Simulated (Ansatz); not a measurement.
Base system: InN in the wurtzite structure (space group P6_3mc, No. 186).

```xyz
4
Lattice="3.5475 0.0000 0.0000 -1.7737 3.0722 0.0000 0.0000 0.0000 5.7226" Properties=species:S:1:pos:R:3 pbc="T T T"
In     1.7737     1.0241     0.0129
In     0.0000     2.0481     2.8742
N      1.7737     1.0241     3.5648
N      0.0000     2.0481     0.7035
```

Cartesian axes are those of the cell as printed.

The values are results of DFT with r2SCAN, PAW potentials and a 500 eV plane-wave cutoff in Ansatz (an electronic-structure program), no spin-orbit coupling, not measurements.

Before the change:

The shortest interatomic distance is 216.1 pm and the pressure is 0.0 GPa.

Now apply this change: uniaxial strain ε_zz = +0.76 %, all other strain components held at zero; the atoms relax in the strained cell.

**Question.** Estimate the effect on the energy relative to the base.

**Answer.** The energy grows by 0.6 meV/atom.

**Question.** How does this affect the shortest interatomic distance?

**Answer.** The shortest interatomic distance goes up by 0.5 pm (216.1 pm → 216.6 pm).

**Question.** How does this affect the pressure?

**Answer.** The pressure (mean of the normal stresses, compression positive) goes from zero to -1.0 GPa.

No phonon test of stability was made. The final runs are not spin-polarised. Gaps under 0.05 eV, about the width of the smearing, are given as zero.
